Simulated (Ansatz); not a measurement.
# C2H3O2: the cost of one run

All numbers are computed with Ansatz 0.2.0 through its Python package. Level of theory: r2SCAN/cc-pVDZ.

**1. Starting point**

Bond lengths: C1–C2 1.586 Å, C2–O3 1.239 Å, C2–O4 1.239 Å, C1–H5 1.089 Å, C1–H6 1.089 Å, C1–H7 1.090 Å. Angles: C1–C2–O3 115.5°, C1–C2–O4 115.6°, O3–C2–O4 128.9°, C2–C1–H5 110.3°, C2–C1–H6 110.1°, C2–C1–H7 108.5°, H5–C1–H6 110.2°, H5–C1–H7 108.9°, H6–C1–H7 108.7°.

The script holds or builds the structure itself.

**2. The script**

File run_torsion.py:

```python
import ansatz
from ase import Atoms

atoms = Atoms(["C", "C", "O", "O", "H", "H", "H"], positions=[
    [-0.3479, 0.55551, -0.16318],
    [0.48328, -0.74186, 0.21288],
    [0.86382, -0.80843, 1.39047],
    [0.65334, -1.55468, -0.70711],
    [-0.27492, 0.75461, -1.23144],
    [0.01601, 1.4108, 0.40426],
    [-1.39362, 0.38405, 0.09412],
])

first = ansatz.Crystal.molecule_from_ase(atoms).calculation()
first = first.basis(gaussian="cc-pVDZ")
first = first.functional("r2SCAN")
first = first.charge(-1).relax(force_tolerance=0.02, max_steps=80)
atoms.positions = first.run(threads=1, backend="cpu").report["positions_ang"]

start = atoms.get_dihedral(4, 0, 1, 2)
energies = {}
for turn in range(0, 360, 30):
    turned = atoms.copy()
    turned.set_dihedral(4, 0, 1, 2, start + turn, indices=[1, 2, 3])
    job = ansatz.Crystal.molecule_from_ase(turned).calculation()
    job = job.basis(gaussian="cc-pVDZ")
    job = job.functional("r2SCAN")
    job = job.charge(-1)
    energies[round((start + turn) % 360)] = job.run(threads=1, backend="cpu").report["free_energy_ev"]
floor = min(energies.values())
print("dihedral H4-C0-C1-O2 (deg)   E - E(min) (kcal/mol)")
for angle, e in sorted(energies.items()):
    print(f"{angle:8d} {23.060548 * (e - floor):14.3f}  " + "#" * int(30 * (e - floor) / max(max(energies.values()) - floor, 1e-9)))
```

**3. What the engine is handed**

The engine receives this input (first run):

```yaml
crystal:
  periodic: [false, false, false]
  atoms:
    - { symbol: C, position_ang: [-0.3479, 0.55551, -0.16318] }
    - { symbol: C, position_ang: [0.48328, -0.74186, 0.21288] }
    - { symbol: O, position_ang: [0.86382, -0.80843, 1.39047] }
    - { symbol: O, position_ang: [0.65334, -1.55468, -0.70711] }
    - { symbol: H, position_ang: [-0.27492, 0.75461, -1.23144] }
    - { symbol: H, position_ang: [0.01601, 1.4108, 0.40426] }
    - { symbol: H, position_ang: [-1.39362, 0.38405, 0.09412] }
basis:
  gaussian:
    orbitals: cc-pVDZ
hamiltonian:
  xc: r2scan
total_charge: -1.0
relax:
  f_tol: 0.02
  max_steps: 80
```

**4. The run**

The run is started by

```bash
$ python run_torsion.py
```

Q: Estimate wall time and peak memory on 1 thread of Arm Neoverse V1, shared host.

About 49 s, with a peak of 0.2 GiB.
